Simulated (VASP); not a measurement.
# Cu: relaxation of the atoms with r2SCAN

The system is Cu, a slab with vacuum.

```
Cu
1.0
     2.52932    0.00000    0.00000
     0.00000    2.52932    0.00000
     0.00000    0.00000   29.30800
Cu
9
Direct
  0.00000 0.00000 0.25590
  0.50000 0.50000 0.31693
  0.00000 0.00000 0.37795
  0.50000 0.50000 0.43898
  0.00000 0.00000 0.50000
  0.50000 0.50000 0.56102
  0.00000 0.00000 0.62205
  0.50000 0.50000 0.68307
  0.00000 0.00000 0.74410
```

The cell was built by a generator and needn't be a form met in nature.

- Program: VASP 6.6.1
- Task: relaxation of the atoms
- Functional: r2SCAN
- Potentials or basis: VASP PAW PBE potentials, release 64 (Cu)
- Cutoff: 520 eV
- k mesh: 18 × 18 × 1
- Occupations: methfessel-paxton, width 0.2 eV
- Spin: no spin polarisation
- Further INCAR settings: ALGO = Normal; EDIFF = 1e-06; IBRION = 2; EDIFFG = -0.01; NSW = 40

```yaml
Energy_gained_by_relaxing: 0.9 meV/atom
Ionic_steps: 8
Largest_force_after_relaxing: 0.007 eV/Å
Band_gap_on_the_k_mesh: none (metal or under the smearing width)
```

Forces on the atoms (eV/Å):
```
Cu   0.000  0.000  0.000
Cu   0.000  0.000  0.001
Cu   0.000  0.000  0.005
Cu   0.000  0.000 -0.007
Cu   0.000  0.000  0.000
Cu   0.000  0.000  0.007
Cu   0.000  0.000 -0.005
Cu   0.000  0.000 -0.001
Cu   0.000  0.000  0.000
```

Step by step:
```tsv
step	energy change (eV)	largest force (eV/Å)	pressure (GPa)
1	0.0000	0.2538	0.79
2	-0.0047	0.1213	-0.93
3	-0.0070	0.0928	-0.82
4	-0.0071	0.0865	-0.83
5	-0.0079	0.0498	-0.78
6	-0.0082	0.0442	-0.73
7	-0.0084	0.0206	-0.74
8	-0.0085	0.0071	-0.73
```

Final structure:
```yaml
crystal:
  lattice:
    - [2.52932, 0.00000, 0.00000]
    - [0.00000, 2.52932, 0.00000]
    - [0.00000, 0.00000, 29.30800]
  atoms:
    - { symbol: Cu, position: [0.00000, 0.00000, 0.25674] }
    - { symbol: Cu, position: [0.50000, 0.50000, 0.31608] }
    - { symbol: Cu, position: [0.00000, 0.00000, 0.37757] }
    - { symbol: Cu, position: [0.50000, 0.50000, 0.43882] }
    - { symbol: Cu, position: [0.00000, 0.00000, 0.50000] }
    - { symbol: Cu, position: [0.50000, 0.50000, 0.56118] }
    - { symbol: Cu, position: [0.00000, 0.00000, 0.62243] }
    - { symbol: Cu, position: [0.50000, 0.50000, 0.68392] }
    - { symbol: Cu, position: [0.00000, 0.00000, 0.74326] }
```

Levels at points of the mesh, in eV from the Fermi level:
```tsv
k point	band 47	band 48	band 49	band 50	band 51	band 52	band 53	band 54
(0.00, 0.00, 0.00)	-1.65	-1.65	-1.62	-1.62	-1.59	-1.59	-0.52	0.71
(0.50, 0.00, 0.00)	-0.78	-0.55	-0.46	-0.37	-0.30	-0.28	-0.09	-0.09
(0.50, 0.50, 0.00)	1.90	2.68	2.68	3.75	3.75	5.06	5.06	6.54
```

Wall time 36 min on 8 MPI ranks on AMD EPYC 9R45 (Zen 5) (shared host), peak memory 0.64 GiB a rank.

Caveat: the PAW data sets were made with another functional, which shifts forces and pressure a little.
